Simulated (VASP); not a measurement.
# SrO (Fm-3m) in VASP: a series of runs

One crystal, SrO, is run at these levels: LDA, PBEsol; tasks: single point.

Program: VASP 6.6.1. These are calculated values, not measurements. Logs are shortened: lines on timing, memory, paths and dates and some standing lists are left out, and cuts for length are marked.

## 1. Starting point

Symmetry: Fm-3m, No. 225, cubic system. The conventional cell has a = 5.133 Å, b = 5.133 Å, c = 5.133 Å, α = 90.00°, β = 90.00°, γ = 90.00°. Sr (site symmetry m-3m) has 6 O at 2.57 Å as nearest neighbours. O (site symmetry m-3m) has 6 Sr at 2.57 Å as nearest neighbours.

## 2. Single point, LDA, spin-orbit coupling, no magnetisation

Input file INCAR:

```
PREC = Accurate
ENCUT = 900
EDIFF = 1E-6
ISMEAR = 0
SIGMA = 0.01
LREAL = F
LASPH = T
NELM = 80
ALGO = Fast
ISIF = 2
LWAVE = F
LCHARG = F
MAGMOM = 0 0 0 0 0 0
LORBIT = 11
LSORBIT = T
GGA_COMPAT = F
NBANDS = 28
```

Input file KPOINTS:

```
regular mesh
0
Gamma
  7 7 7
```

Input file POSCAR:

```
SrO
3.6293
    0.000000000000      0.707106053509      0.707106053509
    0.707106053509      0.000000000000      0.707106053509
    0.707106053509      0.707106053509      0.000000000000
Sr O
1 1
Direct
    0.5000000000      0.5000000000      0.5000000000
    0.0000000000      0.0000000000      0.0000000000
```

Potentials or basis: VASP PAW LDA potentials, release 64 (Sr_sv, O_h).

The run is started by

```sh
> cat potpaw_LDA.64/Sr_sv/POTCAR potpaw_LDA.64/O_h/POTCAR > POTCAR
> mpirun -np 1 vasp_ncl > vasp.out
```

OUTCAR:

```text
PREC = Accurate
   ENCUT = 900
   EDIFF = 1E-6
   ISMEAR = 0
   LREAL = F
   LASPH = T
   NELM = 80
   ISIF = 2
   LORBIT = 11
   LSORBIT = T

 ion  position               nearest neighbor table
   1  0.500  0.500  0.500-   2 2.57   2 2.57   2 2.57   2 2.57   2 2.57   2 2.57
   2  0.000  0.000  0.000-   1 2.57   1 2.57   1 2.57   1 2.57   1 2.57   1 2.57

  LATTYP: Found a face centered cubic cell.
 ALAT       =     5.1326000000

  Lattice vectors:

 A1 = (   0.0000000000,   2.5663000000,   2.5663000000)
 A2 = (   2.5663000000,   0.0000000000,   2.5663000000)
 A3 = (   2.5663000000,   2.5663000000,   0.0000000000)

Analysis of symmetry for initial positions (statically):
=====================================================================
 Subroutine PRICEL returns:
 Original cell was already a primitive cell.

 Routine SETGRP: Setting up the symmetry group for a
 face centered cubic supercell.

 Subroutine GETGRP returns: Found 48 space group operations
 (whereof 48 operations were pure point group operations)
 out of a pool of 48 trial point group operations.

The static configuration has the point symmetry O_h .

Analysis of symmetry for dynamics (positions and initial velocities):
=====================================================================
 Subroutine PRICEL returns:
 Original cell was already a primitive cell.

 Routine SETGRP: Setting up the symmetry group for a
 face centered cubic supercell.

 Subroutine GETGRP returns: Found 48 space group operations
 (whereof 48 operations were pure point group operations)
 out of a pool of 48 trial point group operations.

The dynamic configuration has the point symmetry O_h .

Analysis of structural, dynamic, and magnetic symmetry:
=====================================================================
 Subroutine PRICEL returns:
 Original cell was already a primitive cell.

 Routine SETGRP: Setting up the symmetry group for a
 face centered cubic supercell.

 Subroutine GETGRP returns: Found 48 space group operations
 (whereof 48 operations were pure point group operations)
 out of a pool of 48 trial point group operations.

The overall configuration has the point symmetry O_h .

 Subroutine INISYM returns: Found 48 space group operations
 (whereof 48 operations are pure point group operations),
 and found     1 'primitive' translations

----------------------------------------------------------------------------------------

                                     Primitive cell

  volume of cell :      33.8028

  direct lattice vectors                    reciprocal lattice vectors
     0.000000000  2.566300000  2.566300000    -0.194833028  0.194833028  0.194833028
     2.566300000  0.000000000  2.566300000     0.194833028 -0.194833028  0.194833028
     2.566300000  2.566300000  0.000000000     0.194833028  0.194833028 -0.194833028

  length of vectors
     3.629296265  3.629296265  3.629296265     0.337460704  0.337460704  0.337460704

  position of ions in fractional coordinates (direct lattice)
     0.500000000  0.500000000  0.500000000
     0.000000000  0.000000000  0.000000000

  ion indices of the primitive-cell ions
   primitive index   ion index
                 1           1
                 2           2

----------------------------------------------------------------------------------------

 KPOINTS: regular mesh

Automatic generation of k-mesh.
 Grid dimensions read from file:
 generate k-points for:    7    7    7

 Generating k-lattice:

  Cartesian coordinates                     Fractional coordinates (reciprocal lattice)
    -0.027833290  0.027833290  0.027833290     0.142857143  0.000000000  0.000000000
     0.027833290 -0.027833290  0.027833290     0.000000000  0.142857143  0.000000000
     0.027833290  0.027833290 -0.027833290     0.000000000  0.000000000  0.142857143

[... 73 lines left out ...]
  Fermi-wavevector in a.u.,A,eV,Ry     =   1.275843  2.410995 22.147245  1.627777
  Thomas-Fermi vector in A             =   2.408533
   LORBIT       =     11    0 simple, 1 ext, 2 COOP (PROOUT), +10 PAW based schemes
   GGA     = CA    functional components
   LHFCALC =     F    Hartree Fock is set to
   AEXX    =    0.0000 exact exchange contribution
   IVDW    =     0    specifies the selected vdW correction
   LEPSILON=     F    determine dielectric tensor
   LRPA    =     F    only Hartree local field effects (RPA)
 RMM-DIIS sequential band-by-band and
 Gauss-broadening in eV      SIGMA  =   0.01
  energy-cutoff  :      900.00
  volume of cell :       33.80
 maximum number of plane-waves:      4178
   NGX = 17   NGY = 17   NGZ = 17

 number of electron      15.9999999 magnetization       0.0000000      0.0000000      0.0000000

 number of electron      15.9999999 magnetization      -0.0000000     -0.0000000      0.0000000

 number of electron      15.9999999 magnetization      -0.0000000     -0.0000000     -0.0000000

 number of electron      15.9999999 magnetization       0.0000000     -0.0000000      0.0000000

 Free energy of the ion-electron system (eV)
  ---------------------------------------------------
  ext. energy  EPLUGINS =         0.00000000
  ---------------------------------------------------
  free energy    TOTEN  =       -13.48135304 eV

  energy without entropy =      -13.48135304  energy(sigma->0) =      -13.48135304

 E-fermi :   1.7570     XC(G=0): -10.5564

 val. band max:        1.6200696976   @ k =   0.0000   0.0000   0.0000
 cond. band min:       4.7942627282   @ k =   0.4286   0.4286   0.0000
 fundamental gap:      3.1741930306
 Fermi energy:         1.7569651586

 k-point     1 :       0.0000    0.0000    0.0000
  band No.  band energies     occupation
      1     -30.4601      1.00000
      2     -30.4601      1.00000
      3     -13.1674      1.00000
      4     -13.1674      1.00000
      5     -12.9737      1.00000
      6     -12.9737      1.00000
[... 609 lines left out ...]
     27      14.1808      0.00000
     28      14.1827      0.00000

------------------------ aborting loop because EDIFF is reached ----------------------------------------

  FORCE on cell =-STRESS in cart. coord.  units (eV):
  Direction    XX          YY          ZZ          XY          YZ          ZX
  --------------------------------------------------------------------------------------
  -------------------------------------------------------------------------------------
  Total       -0.7138249     -0.7138249     -0.7138249     -0.0000000      0.0000000      0.0000000
  in kB      -33.8337381    -33.8337381    -33.8337381     -0.0000000      0.0000000      0.0000000
  external PRESSURE =     -33.8337381 kB  Pullay stress =       0.0000000 kB

 VOLUME and BASIS-vectors are now :
 -----------------------------------------------------------------------------
  energy-cutoff  :      900.00
  volume of cell :       33.80
      direct lattice vectors                 reciprocal lattice vectors
     0.000000000  2.566300000  2.566300000    -0.194833028  0.194833028  0.194833028
     2.566300000  0.000000000  2.566300000     0.194833028 -0.194833028  0.194833028
     2.566300000  2.566300000  0.000000000     0.194833028  0.194833028 -0.194833028

 POSITION                                       TOTAL-FORCE (eV/Angst)
 -----------------------------------------------------------------------------------
      2.56630      2.56630      2.56630        -0.000000     -0.000000     -0.000000
      0.00000      0.00000      0.00000         0.000000      0.000000      0.000000
 -----------------------------------------------------------------------------------
    total drift:                                0.000000      0.000000      0.000000

  FREE ENERGIE OF THE ION-ELECTRON SYSTEM (eV)
  ---------------------------------------------------
  free  energy   TOTEN  =       -13.4813530370 eV

  energy  without entropy=      -13.4813530370  energy(sigma->0) =      -13.48135304

 Spin-Orbit-Coupling matrix elements

 Ion:    1  E_soc:     -0.1961556
 l=   1
     0.0000000    -0.0326647    -0.0326647
    -0.0326647     0.0000000    -0.0326647
    -0.0326647    -0.0326647     0.0000000
 l=   2
     0.0000000    -0.0000018     0.0000000    -0.0000018    -0.0000261
    -0.0000018     0.0000000    -0.0000196    -0.0000018    -0.0000065
     0.0000000    -0.0000196     0.0000000    -0.0000196     0.0000000
    -0.0000018    -0.0000018    -0.0000196     0.0000000    -0.0000065
    -0.0000261    -0.0000065     0.0000000    -0.0000065     0.0000000
 l=   3
     0.0000000     0.0000000     0.0000000     0.0000000     0.0000000     0.0000000     0.0000000
     0.0000000     0.0000000     0.0000000     0.0000000     0.0000000     0.0000000     0.0000000
     0.0000000     0.0000000     0.0000000     0.0000000     0.0000000     0.0000000     0.0000000
     0.0000000     0.0000000     0.0000000     0.0000000     0.0000000     0.0000000     0.0000000
     0.0000000     0.0000000     0.0000000     0.0000000     0.0000000     0.0000000     0.0000000
     0.0000000     0.0000000     0.0000000     0.0000000     0.0000000     0.0000000     0.0000000
     0.0000000     0.0000000     0.0000000     0.0000000     0.0000000     0.0000000     0.0000000

 Ion:    2  E_soc:     -0.0003697
 l=   1
     0.0000000    -0.0000616    -0.0000616
    -0.0000616     0.0000000    -0.0000616
    -0.0000616    -0.0000616     0.0000000
 l=   2
     0.0000000     0.0000000     0.0000000     0.0000000     0.0000000
     0.0000000     0.0000000     0.0000000     0.0000000     0.0000000
     0.0000000     0.0000000     0.0000000     0.0000000     0.0000000
     0.0000000     0.0000000     0.0000000     0.0000000     0.0000000
     0.0000000     0.0000000     0.0000000     0.0000000     0.0000000
 l=   3
     0.0000000     0.0000000     0.0000000     0.0000000     0.0000000     0.0000000     0.0000000
     0.0000000     0.0000000     0.0000000     0.0000000     0.0000000     0.0000000     0.0000000
     0.0000000     0.0000000     0.0000000     0.0000000     0.0000000     0.0000000     0.0000000
     0.0000000     0.0000000     0.0000000     0.0000000     0.0000000     0.0000000     0.0000000
     0.0000000     0.0000000     0.0000000     0.0000000     0.0000000     0.0000000     0.0000000
     0.0000000     0.0000000     0.0000000     0.0000000     0.0000000     0.0000000     0.0000000
     0.0000000     0.0000000     0.0000000     0.0000000     0.0000000     0.0000000     0.0000000

 total charge

# of ion       s       p       d       tot
------------------------------------------
    1        2.017   5.835   0.265   8.117
    2        1.027   2.289   0.000   3.316
--------------------------------------------------
tot          3.044   8.124   0.265  11.433

 magnetization (x)

# of ion       s       p       d       tot
------------------------------------------
    1       -0.000   0.000  -0.000  -0.000
    2       -0.000   0.000   0.000   0.000
--------------------------------------------------
tot         -0.000   0.000  -0.000  -0.000

 magnetization (y)

# of ion       s       p       d       tot
------------------------------------------
    1        0.000  -0.000  -0.000   0.000
    2        0.000   0.000   0.000   0.000
--------------------------------------------------
tot          0.000   0.000  -0.000   0.000

 magnetization (z)

# of ion       s       p       d       tot
------------------------------------------
    1       -0.000   0.000   0.000  -0.000
    2       -0.000   0.000   0.000   0.000
--------------------------------------------------
tot         -0.000   0.000   0.000  -0.000
```

It took 2.4 min on 1 thread of AMD EPYC 9R45 (Zen 5), shared host; peak memory 0.3 GiB.

Results:

```
Free energy                                           : -13.4814 eV
Pressure                                              : -3.4 GPa
Valence electrons inside the program's atomic spheres : Sr 8.12; O 3.32
```

Caveat: the cutoff is under 1.25 times the usual one of these potentials, so pressure, stress and relaxed cells hold a basis-set (Pulay) error.

## 3. Single point, PBEsol

Input file INCAR:

```
PREC = Accurate
ENCUT = 520
EDIFF = 1E-7
ISMEAR = 0
SIGMA = 0.05
LREAL = F
LASPH = T
NELM = 60
ALGO = Normal
ISIF = 2
LWAVE = F
LCHARG = F
GGA = PS
NBANDS = 15
```

Input file KPOINTS:

```
Automatic mesh
0
Gamma
  9 9 9
```

POSCAR is that of step 2.

Potentials or basis: VASP PAW PBE potentials, release 54 (Sr_sv, O).

The run is started by

```sh
> cat potpaw_PBE.54/Sr_sv/POTCAR potpaw_PBE.54/O/POTCAR > POTCAR
> mpirun -np 1 vasp_std > vasp.out
```

Run time: 16 s. Hardware: 1 thread of Intel Xeon Platinum 8488C (Sapphire Rapids), shared host; peak memory 0.16 GiB.

The run converged. Its results:

* Free energy: -12.6397 eV
* Pressure: 0.1 GPa
* Band gap on the k mesh: 3.21 eV, indirect (least direct gap 3.30 eV)

Levels at points of the mesh, in eV from the valence-band top:
```
           k point  band 5  band 6  band 7  band 8  band 9  band 10  band 11  band 12
(0.00, 0.00, 0.00)  -13.86    0.00    0.00    0.00    3.86     6.17     6.17     6.17
```

Caveat: the PAW data sets were made with another functional, which shifts forces and pressure a little; an odd mesh through Γ misses points on the zone boundary, where band edges often lie.

(Part 1 of 2 ends here.)
